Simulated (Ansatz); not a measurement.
Input and command of a calculation in Ansatz (plane waves; scalar-relativistic PAW potentials unless the input names others):

```yaml
crystal:
  lattice:
    - [-1.574318625, 1.574318625, 1.58422]
    - [1.574318625, -1.574318625, 1.58422]
    - [1.594121375, 1.594121375, -1.58422]
  atoms:
    - { symbol: Pt, position: [0.0, 0.0, 0.0] }
basis:
  ecutwfc: 420
kpoints:
  mp_grid: { grid: [22, 22, 22] }
hamiltonian:
  xc: pbe
scf:
  occupations: { method: gaussian, width: 0.15 }
  mixing: { algorithm: anderson, beta: 1.5, ndim: 1, preconditioner: none }
  max_iter: 50
output:
  forces: true
  eigenvalues: true
  stress: true
```

```bash
ansatz run input.yaml --threads 1 --pin off --max-ram 2560MiB --backend cpu --events-out ev --progress --plain --runs-dir out
```

Question: Will this input run?

Answer: The program refuses it, because of mixing far too strong (scf.mixing: not typed → {"algorithm": "anderson", "beta": 1.5, "ndim": 1, "preconditioner": "none"}). Without that key it is accepted.

Abridged log:
```
Error: invalid value for `scf.mixing.beta`: must be finite and in (0, 1]; got 1.5
```